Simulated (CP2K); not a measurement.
# Hf in CP2K: the effect of functional

The system is Hf.

```xyz
1
Lattice="3.0782 0.0000 0.0000 1.4715 2.6809 0.0000 1.9696 1.1518 2.6225" Properties=species:S:1:pos:R:3 pbc="T T T"
Hf    0.0000    0.0000    0.0000
```

This isn't the form of Hf at room conditions, which is hcp.

Alike in all runs:

```yaml
Program: CP2K 2026.2
Potentials_or_basis: POTENTIAL_UZH Hf GTH-PBE-q12; TZVP-MOLOPT-PBE-GTH basis
Density_cutoff: 9184 eV
k_mesh: 11 × 11 × 10
Occupations: fermi-dirac, width 0.05 eV
Spin: no spin polarisation
```

```tsv
functional	pressure (GPa)
PBE	4.1
LDA	-2.8
PBEsol	0.2
rev-vdW-DF2	2.1
WC	0.4
HLE16	?
TPSS	3.1
```

What does the run with functional HLE16 give?

Pressure -20.8 GPa.

Caveats: the basis of atomic orbitals isn't converged, which shifts pressures, moduli and gaps; the potentials were made for another functional, which shifts forces and pressure (some runs); the potentials were made for a functional far from this one (some runs).
